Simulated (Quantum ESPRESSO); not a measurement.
Runs of Quantum ESPRESSO 7.5 on GaAs. Symmetry: F-43m, No. 216, cubic system. Conventional cell: a = 5.654 Å, b = 5.654 Å, c = 5.654 Å, α = 90.00°, β = 90.00°, γ = 90.00°. As (site symmetry -43m) is surrounded by 4 Ga at 2.45 Å. Ga (site symmetry -43m) is surrounded by 4 As at 2.45 Å. 

```csv
level,potentials or basis,cutoff (eV),form of the LDA correlation,pressure (GPa)
WC,PseudoDojo 0.4.1 SR PBE standard,1143,-,0.4
LDA,PseudoDojo 0.4.1 SR LDA standard,1088,PW92,(b)
PBE,PseudoDojo 0.4.1 SR PBE standard,1143,-,3.4
PBEsol,PseudoDojo 0.4.1 SR PBEsol standard,1143,-,(a)
BLYP,PseudoDojo 0.4.1 SR PBE standard,1143,-,6.4
AM05,PseudoDojo 0.4.1 SR PBE standard,1143,-,0.5
```

Alike in all rows: task dielectric tensor; no spin polarisation; cell as given; k mesh 6 × 6 × 6, shifted; smearing fermi-dirac 0.05 eV.

Task: Fill in the values left out.

Result: (a) 0.3; (b) -2.1.

Caveats: the potentials were made for another functional, which shifts forces and pressure (some runs); the cell is more than 3 GPa from zero pressure, which shifts response properties (some runs).
